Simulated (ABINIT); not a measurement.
# ZrS2 (P-3m1) in ABINIT: a series of runs

One crystal, ZrS2, is run at these levels: r2SCAN, PBE, PBE0; tasks: relaxation of cell and atoms, single point.

Program: ABINIT 10.8.3 (patched build). These are calculated values, not measurements. Logs are shortened: lines on timing, memory, paths and dates and some standing lists are left out, and cuts for length are marked. The log counts tension as positive stress, the text compression.

**Experimental background.**

“Stress-Tuned Optical Transitions in Layered 1T-MX2 (M= Hf, Zr, Sn; X= S, Se) Crystals”, 2022, arxiv:2210.12074 quotes, for a bulk crystal of ZrS2: band gap 1.68 eV (indirect).

The results are compared with them further down.

### Step 1. The structure

It takes space group P-3m1 (No. 164, trigonal). The conventional cell has a = 3.691 Å, b = 3.691 Å, c = 6.041 Å, α = 90.00°, β = 90.00°, γ = 120.00°. Zr (site symmetry -3m) has 6 S at 2.57 Å as nearest neighbours. Around S (site symmetry 3m) lie 3 Zr at 2.57 Å.

The cell is a database's computed one.

### Step 2. Relaxation of cell and atoms, r2SCAN

File run.abi:

```
# Pseudopotentials
pp_dirpath "./"
pseudos "Zr.GGA_PBE-JTH.xml, S.GGA_PBE-JTH.xml"

# Structure
acell 3.6913825498 3.6913825498 6.04107701 Angstrom
rprim
     1.0000000000     0.0000000000     0.0000000000
    -0.5000000000     0.8660254038     0.0000000000
     0.0000000000     0.0000000000     1.0000000000
ntypat 2
znucl 40 16
natom 3
typat 1 2 2
xred
     0.0000000000     0.0000000000     0.0000000000
     0.3333333333     0.6666666667     0.2379099700
     0.6666666667     0.3333333333     0.7620900300
chkprim 0
chksymtnons 0
tolsym 1.0e-6

# Plane-wave basis
ecut 24.0
pawecutdg 46.0

# k points
kptopt 1
ngkpt 8 8 5
nshiftk 1
shiftk 0.0 0.0 0.0

# Exchange and correlation
ixc -497498
usekden 1
pawxcdev 0

# Bands and occupations
nband 16
occopt 3
tsmear 0.00183747

# SCF cycle
nstep 100
tolvrs 1.0e-7

# Output
iomode 3
prtwf 0
prtden 0
prteig 0
prtebands 0

# Relaxation
ionmov 22
ntime 60
tolmxf 0.0005
optcell 2
dilatmx 1.08
ecutsm 0.5
```

Potentials or basis: JTH PAW PBE v2.0.

Command:

```
> mpirun --bind-to none -np 4 abinit run.abi > log 2>&1
```

run.abo:

```text
.Version 10.8.3 of ABINIT
 Symmetries : space group P-3 m 1 (#164); Bravais hP (primitive hexag.)
================================================================================
 Values of the parameters that define the memory need of the present run
     intxc =       0    ionmov =      22      iscf =      17    lmnmax =      18
     lnmax =       6     mgfft =      60  mpssoang =       3    mqgrid =    3765
     natom =       3  nloc_mem =       2    nspden =       1   nspinor =       1
    nsppol =       1      nsym =      12    n1xccc =       1    ntypat =       2
    occopt =       3   xclevel =       2
       mpw =        3422          nfft =       77760          nkpt =          40
Pmy_natom=         1
 PAW method is used; the additional fine FFT grid is defined by:
   mgfftf=        80    nfftf =    184320
================================================================================
================================================================================

--------------------------------------------------------------------------------
------------- Echo of variables that govern the present computation ------------
--------------------------------------------------------------------------------
 -outvars: echo values of preprocessed input variables --------
            acell      6.9757020451E+00  6.9757020451E+00  1.1415981054E+01 Bohr
              amu      9.12240000E+01  3.20660000E+01
          chkprim           0
      chksymtnons           0
          dilatmx      1.08000000E+00
             ecut      2.40000000E+01 Hartree
           ecutsm      5.00000000E-01 Hartree
           ionmov          22
              ixc     -497498
         kptrlatt        8    0    0      0    8    0      0    0    5
          kptrlen      5.58056164E+01
            natom           3
            nband          16
            ngfft          36      36      60
          ngfftdg          48      48      80
             nkpt          40
            nstep         100
             nsym          12
            ntime          60
           ntypat           2
           occopt           3
          optcell           2
        pawecutdg      4.60000000E+01 Hartree
         pawxcdev           0
           prtden           0
        prtebands           0
           prteig           0
          prtkden           1
            prtwf           0
            rprim      1.0000000000E+00  0.0000000000E+00  0.0000000000E+00
                      -5.0000000000E-01  8.6602540380E-01  0.0000000000E+00
                       0.0000000000E+00  0.0000000000E+00  1.0000000000E+00
          spgroup         164
           tolmxf      5.00000000E-04
           tolsym      1.00000000E-06
           tolvrs      1.00000000E-07
           tsmear      1.83747000E-03 Hartree
            typat      1  2  2
          usekden           1
           useylm           1
           xangst      0.0000000000E+00  0.0000000000E+00  0.0000000000E+00
[... 1111 lines left out ...]
 cartesian forces (eV/Angstrom) at end:
    1     -0.00000000000000    -0.00000000000000    -0.00000000000000
    2     -0.00000000000000     0.00000000000000     0.00599905024623
    3     -0.00000000000000    -0.00000000000000    -0.00599905024623
 frms,max,avg= 2.8279794E-03 5.9990502E-03   0.000E+00  0.000E+00  0.000E+00 e/A
 length scales=  6.982351196140  6.982351196234 11.494861460413 bohr
              =  3.694901129012  3.694901129062  6.082818723211 angstroms
 Fermi (or HOMO) energy (hartree) =   0.20405   Average Vxc (hartree)=  -0.36634
 Eigenvalues (hartree) for nkpt=  40  k points:
 kpt#   1, nband= 16, wtk=  0.00313, kpt=  0.0000  0.0000  0.0000 (reduced coord)
  -1.68348   -0.85061   -0.84513   -0.84513   -0.30285   -0.24997    0.02311    0.07268
   0.07268    0.17481    0.17481    0.17614    0.24900    0.24900    0.28276    0.37624
      occupation numbers for kpt#   1
   2.00000    2.00000    2.00000    2.00000    2.00000    2.00000    2.00000    2.00000
   2.00000    2.00000    2.00000    2.00000    0.00000    0.00000    0.00000    0.00000
 prteigrs : prtvol=0 or 1, do not print more k-points.

--- !EnergyTerms
iteration_state     : {dtset: 1, itime: 9, icycle: 1, }
comment             : Components of total free energy in Hartree
kinetic             :  2.09141037105677E+01
hartree             :  1.86620320307374E+01
xc                  : -1.37673548190475E+01
Ewald energy        : -4.61412474760541E+01
psp_core            :  1.09133355404099E+00
local_psp           : -6.36977216389377E+01
PAW spherical_terms :  3.24089258740672E+01
internal            : -5.05299287646260E+01
'-kT*entropy'       : -2.50950212072406E-09
total_energy        : -5.05299287671356E+01
total_energy_eV     : -1.37498940866443E+03
...

--- !EnergyTermsDC
iteration_state     : {dtset: 1, itime: 9, icycle: 1, }
comment             : '"Double-counting" decomposition of free energy'
band_energy         : -8.39426584148531E+00
Ewald energy        : -4.61412474760541E+01
psp_core            :  1.09133355404099E+00
xc_dc               : -1.64214173568175E+01
PAW spherical_terms :  1.93356957006986E+01
internal            : -5.05299014196172E+01
'-kT*entropy'       : -2.50950212072406E-09
total_energy_dc     : -5.05299014221267E+01
total_energy_dc_eV  : -1.37498866456884E+03
...

--- !EnergyTermsWithPAWCore
iteration_state     : {dtset: 1, itime: 9, icycle: 1, }
comment             : 'Components of total free energy, including PAW core contributions'
Total energy        : -4.39807750643917E+03
Total energy DC     : -4.39807747909416E+03
Total energy (eV)   : -1.19677785767477E+05
Total energy DC (eV): -1.19677785023381E+05
...

 rms coord change=  1.1271E-03   atom, delta coord (reduced):
     1       -0.000000000000      0.000000000000     -0.000000000000
     2        0.000000000000      0.000000000000     -0.002390932047
     3        0.000000000000      0.000000000000      0.002390932047

 Cartesian components of stress tensor (hartree/bohr^3)
  sigma(1 1)=  1.72974495E-06  sigma(3 2)=  0.00000000E+00
  sigma(2 2)=  1.72974486E-06  sigma(3 1)=  0.00000000E+00
  sigma(3 3)= -4.48773808E-06  sigma(2 1)=  0.00000000E+00

-Cartesian components of stress tensor (GPa)         [Pressure=  1.0084E-02 GPa]
- sigma(1 1)=  5.08908533E-02  sigma(3 2)=  0.00000000E+00
- sigma(2 2)=  5.08908509E-02  sigma(3 1)=  0.00000000E+00
- sigma(3 3)= -1.32033813E-01  sigma(2 1)=  0.00000000E+00

== END DATASET(S) ==============================================================
================================================================================

 -outvars: echo values of variables after computation  --------
            acell      6.9823511961E+00  6.9823511962E+00  1.1494861460E+01 Bohr
           etotal     -5.0529901422E+01
            fcart     -0.0000000000E+00 -0.0000000000E+00 -0.0000000000E+00
                      -0.0000000000E+00  5.6997628247E-27  1.1666295302E-04
                      -0.0000000000E+00 -5.6997628247E-27 -1.1666295302E-04
            rprim      1.0000000000E+00  0.0000000000E+00  0.0000000000E+00
                      -4.9999999999E-01  8.6602540379E-01  0.0000000000E+00
                       0.0000000000E+00  0.0000000000E+00  1.0000000000E+00
           strten      1.7297449455E-06  1.7297448646E-06 -4.4877380776E-06
                       0.0000000000E+00  0.0000000000E+00  0.0000000000E+00
           xangst     -1.6524319977E-25  9.9820503233E-26 -3.4483868290E-18
                       4.9851495180E-16  2.1332521615E+00  1.4326196137E+00
                       1.8474505645E+00  1.0666260808E+00  4.6501991095E+00
             xred     -2.9124407286E-26  3.1195094212E-26 -5.6690606541E-19
                       3.3333333333E-01  6.6666666667E-01  2.3551903795E-01
                       6.6666666667E-01  3.3333333333E-01  7.6448096205E-01
 Calculation completed.
```

Run time: 7.3 min. Hardware: 4 MPI ranks of Intel Xeon Platinum 8488C (Sapphire Rapids), shared host; peak memory 0.8 GiB.

What came out:

- Free energy: -1374.9887 eV
- Relaxed volume: 23.97 Å³/atom
- Relaxed cell: a = 3.695 Å, b = 3.695 Å, c = 6.083 Å, α = 90.00°, β = 90.00°, γ = 120.00°
- Space group after relaxing (to 0.05 Å): P-3m1 (No. 164)
- Energy gained by relaxing: 0.3 meV/atom
- Ionic steps: 9
- Pressure after relaxing: 0.0 GPa
- Largest force after relaxing: 0.006 eV/Å
- Band gap on the k mesh: 1.39 eV, indirect (least direct gap 1.98 eV)
- Valence electrons inside the program's atomic spheres: Zr 8.88; S 3.60

Forces in eV/Å, atoms in the order of the input:
```
Zr   0.000  0.000  0.000
S    0.000  0.000  0.006
S    0.000  0.000 -0.006
```

The path:
| step | energy change (eV) | largest force (eV/Å) | pressure (GPa) | volume (Å³) |
| --- | --- | --- | --- | --- |
| 1 | 0.0000 | 0.0441 | -0.01 | 71.29 |
| 2 | 0.0000 | 0.0389 | 0.01 | 71.29 |
| 3 | -0.0002 | 0.0036 | 0.20 | 71.31 |
| 4 | -0.0003 | 0.0064 | 0.21 | 71.35 |
| 5 | 0.0344 | 0.2925 | -0.51 | 77.95 |
| 6 | -0.0005 | 0.0015 | 0.01 | 71.67 |
| 7 | -0.0005 | 0.0031 | 0.01 | 71.71 |
| 8 | -0.0005 | 0.0169 | -0.24 | 72.41 |
| 9 | -0.0008 | 0.0060 | 0.01 | 71.92 |

Final structure:
```cif
data_structure
_symmetry_space_group_name_H-M 'P 1'
_symmetry_Int_Tables_number 1
_cell_length_a 3.6949
_cell_length_b 3.6949
_cell_length_c 6.0828
_cell_angle_alpha 90.000
_cell_angle_beta 90.000
_cell_angle_gamma 120.000
_cell_volume 71.92
loop_
_atom_site_label
_atom_site_type_symbol
_atom_site_fract_x
_atom_site_fract_y
_atom_site_fract_z
_atom_site_occupancy
Zr1 Zr 0.00000 0.00000 0.00000 1
S1 S 0.33333 0.66667 0.23552 1
S2 S 0.66667 0.33333 0.76448 1
```

Levels at points of the mesh, in eV from the valence-band top:
| k point | band 8 | band 9 | band 10 | band 11 | band 12 | band 13 | band 14 | band 15 | band 16 |
| --- | --- | --- | --- | --- | --- | --- | --- | --- | --- |
| (0.00, 0.00, 0.00) | -2.88 | -2.88 | -0.10 | -0.10 | -0.07 | 1.92 | 1.92 | 2.84 | 5.38 |
| (0.50, 0.00, 0.00) | -2.63 | -2.54 | -2.34 | -1.65 | -1.21 | 1.54 | 3.61 | 3.90 | 6.03 |

Caveat: totals of a meta-GGA on PAW files have another zero than those of a GGA; the PAW data sets were made with another functional, which shifts forces and pressure a little; an odd mesh through Γ misses points on the zone boundary, where band edges often lie.

### Step 3. Single point, PBE

File run.abi:

```
# Pseudopotentials
pp_dirpath "./"
pseudos "40_Zr_12_2.0_2.5_pbe_n_v1.0.psp8, 16_S_6_1.8_1.9_pbe_n_v1.0.psp8"

# Structure
acell 3.6913825498 3.6913825498 6.04107701 Angstrom
rprim
     1.0000000000     0.0000000000     0.0000000000
    -0.5000000000     0.8660254038     0.0000000000
     0.0000000000     0.0000000000     1.0000000000
ntypat 2
znucl 40 16
natom 3
typat 1 2 2
xred
     0.0000000000     0.0000000000     0.0000000000
     0.3333333333     0.6666666667     0.2379099700
     0.6666666667     0.3333333333     0.7620900300

# Plane-wave basis
ecut 18.0

# k points
kptopt 1
ngkpt 6 6 4
nshiftk 1
shiftk 0.0 0.0 0.0

# Exchange and correlation
ixc 11

# Bands and occupations
nband 14
occopt 1

# SCF cycle
nstep 100
tolvrs 1.0e-10
diemac 6.0

# Output
iomode 3
prtwf 0
prtden 0
prteig 0
prtebands 0
```

Potentials or basis: SPMS NC PBE v1.0.

Command:

```
> mpirun --bind-to none -np 8 abinit run.abi > log 2>&1
```

Wall time 3.8 s (8 MPI ranks of Arm Neoverse V1, shared host); peak memory 0.48 GiB.

Results (log left out):

```yaml
Free_energy: -1990.9983 eV
Pressure: 0.6 GPa
Largest_force: 0.078 eV/Å
Band_gap_on_the_k_mesh: 1.06 eV, indirect (least direct gap 1.62 eV)
Valence_electrons_inside_the_program's_atomic_spheres: Zr 8.29; S 3.93
```

Forces in eV/Å, atoms in the order of the input:
```
Zr   0.000  0.000  0.000
S    0.000  0.000  0.078
S    0.000  0.000 -0.078
```

Stress tensor (GPa, compression positive):
```
0.25 0.00 0.00
0.00 0.25 0.00
0.00 0.00 1.18
```

Levels at points of the mesh, in eV from the valence-band top:
```
           k point  band 9  band 10  band 11  band 12  band 13  band 14
(0.00, 0.00, 0.00)   -2.74    -0.04    -0.04     0.00     1.62     1.62
(0.50, 0.00, 0.00)   -2.41    -2.32    -1.61    -1.13     1.22     3.53
(0.00, 0.00, 0.50)   -2.71    -1.52    -0.14    -0.14     1.59     1.59
(0.50, 0.00, 0.50)   -2.52    -2.17    -0.93    -0.75     1.06     3.26
```

Caveat: this functional lacks dispersion, which binds the layers, so the pressure and a relaxed spacing across them are unreliable.

### Step 4. Single point, PBE0

run.abi, as its differences from that of step 3:

```diff
@@ -29,3 +29,3 @@
 # Exchange and correlation
-ixc 11
+ixc 41
 
@@ -36,5 +36,5 @@
 # SCF cycle
-nstep 100
-tolvrs 1.0e-10
+nstep 60
 diemac 6.0
+toldfe 1.0e-7
```

Command:

```
> mpirun --bind-to none -np 8 abinit run.abi > log 2>&1
```

It took 52 min on 8 MPI ranks of Arm Neoverse V1, shared host; peak memory 0.96 GiB.

It converged, with:

```
Free energy                                           : -1991.1709 eV
Pressure                                              : -0.7 GPa
Largest force                                         : 0.134 eV/Å
Band gap on the k mesh                                : 2.57 eV, indirect (least direct gap 3.23 eV)
Valence electrons inside the program's atomic spheres : Zr 8.23; S 3.94
```

Forces on the atoms (eV/Å):
```
Zr   0.000  0.000  0.000
S    0.000  0.000 -0.134
S    0.000  0.000  0.134
```

Stress tensor (GPa, compression positive):
```
-0.96  0.00  0.00
 0.00 -0.96  0.00
 0.00  0.00 -0.23
```

Levels at points of the mesh, in eV from the valence-band top:
| k point | band 8 | band 9 | band 10 | band 11 | band 12 | band 13 | band 14 |
| --- | --- | --- | --- | --- | --- | --- | --- |
| (0.00, 0.00, 0.00) | -3.10 | -3.10 | -0.05 | -0.05 | 0.00 | 3.23 | 3.23 |
| (0.50, 0.00, 0.00) | -2.93 | -2.74 | -2.57 | -1.83 | -1.31 | 2.74 | 5.16 |
| (0.00, 0.00, 0.50) | -3.07 | -3.07 | -1.69 | -0.15 | -0.15 | 3.20 | 3.20 |
| (0.50, 0.00, 0.50) | -3.47 | -2.87 | -2.44 | -1.10 | -0.87 | 2.57 | 5.09 |

Caveat: the potentials were made for another functional, which shifts forces and pressure; this functional lacks dispersion, which binds the layers, so the pressure and a relaxed spacing across them are unreliable.

### Step 5. Overview

| task | level | potentials or basis | cell | k mesh | cutoff (eV) | smearing | cell freedom (optcell) | cutoff smearing ecutsm (Ha) | optimiser (ionmov) | force stop (Ha/bohr) | fine-grid cutoff | gap on the mesh (eV) | pressure (GPa) | largest force (eV/Å) |
| --- | --- | --- | --- | --- | --- | --- | --- | --- | --- | --- | --- | --- | --- | --- |
| relaxation of cell and atoms | r2SCAN | JTH PAW PBE v2.0 | relaxed | 8 × 8 × 5 | 653 | fermi-dirac 0.05 eV | 2 | 0.5 | 22 | 0.0005 | 1251.72 eV | 1.39 | 0.0 | 0.01 |
| single point | PBE | SPMS NC PBE v1.0 | as given | 6 × 6 × 4 | 490 | fixed | - | - | - | - | - | 1.06 | 0.6 | 0.08 |
| single point | PBE0 | SPMS NC PBE v1.0 | as given | 6 × 6 × 4 | 490 | fixed | - | - | - | - | - | 2.57 | -0.7 | 0.13 |

Alike in all rows: no spin polarisation.

Caveats: this functional lacks dispersion, which binds the layers, so the pressure and a relaxed spacing across them are unreliable (some runs); totals of a meta-GGA on PAW files have another zero than those of a GGA (some runs); the PAW data sets were made with another functional, which shifts forces and pressure a little (some runs); an odd mesh through Γ misses points on the zone boundary, where band edges often lie (some runs); the potentials were made for another functional, which shifts forces and pressure (some runs).

Total energies depend on the potentials used, so only differences within one code and one set of settings carry meaning.

### Step 6. Comparison with measurements

Step 3. Measured gap of ZrS2: 1.68 eV (indirect; quoted in “Stress-Tuned Optical Transitions in Layered 1T-MX2 (M= Hf, Zr, Sn; X= S, Se) Crystals”, 2022, arxiv:2210.12074). This calculation gives 1.06 eV (-0.62 eV). Spin-orbit coupling on Zr is left out. The value is that of PBE on a finite k mesh, which can miss the band edges, without temperature or zero-point motion. Semilocal functionals fall short of measured gaps as a rule. The cell is a database's relaxed one, not the measured one, which moves gaps too.

Step 4. Measured gap of ZrS2: 1.68 eV (indirect; quoted in “Stress-Tuned Optical Transitions in Layered 1T-MX2 (M= Hf, Zr, Sn; X= S, Se) Crystals”, 2022, arxiv:2210.12074). This calculation gives 2.57 eV (+0.89 eV). Spin-orbit coupling on Zr is left out. The value is that of PBE0 on a finite k mesh, which can miss the band edges, without temperature or zero-point motion. The cell is a database's relaxed one, not the measured one, which moves gaps too.
